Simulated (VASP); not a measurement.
Input of a VASP 6.6.1 run:

The input POSCAR:

```
Na
1.0
    3.6098557203      0.0000000000      0.0000000000
   -1.8049278602      3.1262267578      0.0000000000
    0.0000000000      0.0000000000      5.8972795601
Na
2
Selective dynamics
Direct
    0.6666666667      0.3333333333      0.7500000000  F F F
    0.3333333333      0.6666666667      0.2500000000  T T T
```

The input INCAR.step1:

```
PREC     = Accurate       # precision mode
ENCUT    = 520            # plane-wave cutoff, eV
EDIFF    = 1E-5           # SCF threshold, eV
ISMEAR   = 1              # smearing method
SIGMA    = 0.1            # smearing width, eV
LREAL    = False          # projectors in reciprocal space
LASPH    = True           # aspherical terms in the spheres
NELM     = 100            # most SCF steps
ALGO     = Normal         # electronic algorithm
LWAVE    = True           # write WAVECAR
LCHARG   = False          # write CHGCAR
GGA      = PE             # functional
```

INCAR.step2

```
PREC     = Accurate       # precision mode
ENCUT    = 520            # plane-wave cutoff, eV
EDIFF    = 1E-6           # SCF threshold, eV
ISMEAR   = 1              # smearing method
SIGMA    = 0.1            # smearing width, eV
LREAL    = False          # projectors in reciprocal space
LASPH    = True           # aspherical terms in the spheres
NELM     = 100            # most SCF steps
ALGO     = Normal         # electronic algorithm
ISIF     = 2              # what is computed and relaxed
LWAVE    = False          # write WAVECAR
LCHARG   = False          # write CHGCAR
GGA      = B3             # functional
LHFCALC  = True           # exact exchange
AEXX     = 0.2            # exact-exchange fraction
AGGAX    = 0.72         
AGGAC    = 0.81         
ALDAC    = 0.19         
PRECFOCK = Fast         
IBRION   = 2              # ionic algorithm
NSW      = 40             # ionic steps
EDIFFG   = -0.01          # ionic threshold
ISTART   = 1
```

Contents of KPOINTS:

```
Automatic mesh
0
Gamma
  4 4 3
```

Potentials or basis: VASP PAW PBE potentials, release 64 (Na_pv).

Launch:

```sh
$ cat potpaw_PBE.64/Na_pv/POTCAR > POTCAR
$ cp INCAR.step1 INCAR
$ mpirun -np 1 vasp_std > vasp.out
$ cp INCAR.step2 INCAR
$ mpirun -np 1 vasp_std > vasp.out
```

Problem. Estimate the band gap on the k mesh.

Solution. None (metal or under the smearing width).

Stress tensor (GPa, compression positive):
```
0.82 0.00 0.00
0.00 0.82 0.00
0.00 0.00 1.57
```

Caveat: the k mesh is coarse (spacing up to 0.50 Å⁻¹), so the values aren't converged, least of all with exact exchange; the relaxation stopped at its first step, so nothing moved; the PAW data sets were made with another functional, which shifts forces and pressure a little.
